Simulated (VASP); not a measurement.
As:

```
As
1.0
     2.70368    0.00000    0.00000
     0.00000    2.70368    0.00000
     0.00000    0.00000    2.70368
As
1
Direct
  0.50000 0.50000 0.50000
```

This isn't the form of As at room conditions, which is rhombohedral.

```yaml
Program: VASP 6.6.1
Task: single point
Functional: PBEsol
Potentials_or_basis: VASP PAW PBE potentials, release 64 (As)
Cutoff: 520 eV
k_mesh: 10 × 10 × 10
Occupations: fermi-dirac, width 0.05 eV
Spin: no spin polarisation
```

On this cell: pressure -1.3 GPa; band gap on the k mesh none (metal or under the smearing width).

The same run follows on a disturbed copy (cell strained at random at fixed volume):

```
As
1.0
     2.71004   -0.01738   -0.01186
    -0.01738    2.72970    0.03326
    -0.01186    0.03326    2.67219
As
1
Direct
  0.48435 0.50553 0.49638
```

Q: What does the disturbed cell give?

A: The energy (extrapolated to zero smearing) moves by +3.8 meV/atom; pressure -1.2 GPa; band gap on the k mesh none (metal or under the smearing width).

Stress tensor (GPa, compression positive):
```
-1.59  0.28  0.41
 0.28 -2.94 -0.83
 0.41 -0.83  0.88
```

Caveats: the PAW data sets were made with another functional, which shifts forces and pressure a little.
